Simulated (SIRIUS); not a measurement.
**Pb under changes of volume**

One of the cells (30.929 Å³/atom); the others are scaled copies at fixed shape and fractional positions:

```xyz
1
Lattice="0.0000 2.4914 2.4914 2.4914 0.0000 2.4914 2.4914 2.4914 0.0000" Properties=species:S:1:pos:R:3 pbc="T T T"
Pb    0.0000    0.0000    0.0000
```

| Item | Value |
| --- | --- |
| Program | SIRIUS 7.10.0 |
| Functional | PBEsol |
| Potentials or basis | PseudoDojo 0.4.1 PBEsol standard (scalar relativistic) |
| Cutoff | 765 eV |
| Density cutoff | 3061 eV |
| k mesh | 9 × 9 × 9 |
| Occupations | fermi-dirac, width 0.05 eV |
| Spin | no spin polarisation |

```csv
volume (Å³/atom),energy over the lowest point (meV/atom),pressure (GPa)
28.503,11.81,2.8
29.110,3.62,1.5
29.716,0.00,0.4
30.929,?,?
31.535,11.40,-2.2
32.142,21.02,-2.9
```

Question: What does the run at 30.929 Å³/atom give?

Answer: Energy over the lowest point 4.40 meV/atom; pressure -1.5 GPa.

Worked out: A Birch-Murnaghan fit of order 3 (a polynomial in V^(-2/3)) to the other rows has its minimum at 29.94 Å³/atom with B0 = V·E''(V) = 50 GPa and B' = 5.9. It gives 4.41 meV/atom at 30.929 Å³/atom, against the run's 4.40, and -dE/dV = -1.5 GPa, against -1.5.

Energies are extrapolated to zero smearing.
